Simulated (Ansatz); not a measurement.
The system is MoS2.

```xyz
6
Lattice="3.1690 0.0000 0.0000 -1.5845 2.7444 0.0000 0.0000 0.0000 12.3240" Properties=species:S:1:pos:R:3 pbc="T T T"
Mo    1.5845    0.9148    9.2430
Mo    0.0000    1.8296    3.0810
S     1.5845    0.9148    4.6461
S     0.0000    1.8296   10.8081
S     1.5845    0.9148    1.5159
S     0.0000    1.8296    7.6779
```

- Program: Ansatz 0.2.0
- Task: relaxation of cell and atoms
- Functional: LDA
- Potentials or basis: Ansatz PAW
- Cutoff: 420 eV (not typed: the program's choice for these potentials)
- k mesh: 10 × 10 × 3
- Occupations: fermi-dirac, width 0.05 eV
- Spin: no spin polarisation

At the start: volume 17.86 Å³/atom.

Problem. How do energy, volume and symmetry change on relaxing?

Solution. It ends after 6 steps and the volume is 16.99 Å³/atom (-4.9 %); space group P6_3/mmc (No. 194, to 0.05 Å).

Step by step:
```
step  energy change (eV)  largest force (eV/Å)  volume (Å³)
   1              0.0000                0.4811       107.18
   2             -0.0100                0.1456        97.93
   3             -0.0750                0.0454       102.82
   4             -0.0762                0.0236       102.02
   5             -0.0763                0.0018       101.95
   6             -0.0759                0.0018       101.95
```

Final structure:
```
CELL_PARAMETERS angstrom
3.12216 0.00000 0.00000
-1.56108 2.70387 0.00000
0.00000 0.00000 12.07660
ATOMIC_POSITIONS crystal
Mo 0.66667 0.33333 0.75000
Mo 0.33333 0.66667 0.25000
S 0.66667 0.33333 0.37870
S 0.33333 0.66667 0.87870
S 0.66667 0.33333 0.12130
S 0.33333 0.66667 0.62130
```

Caveat: the plane-wave basis is chosen anew once the cell has moved, so the energies of steps on either side of that aren't comparable; the PAW data sets come from PBE, with cores solved anew for the run's functional, which leaves a small shift of forces and pressure.
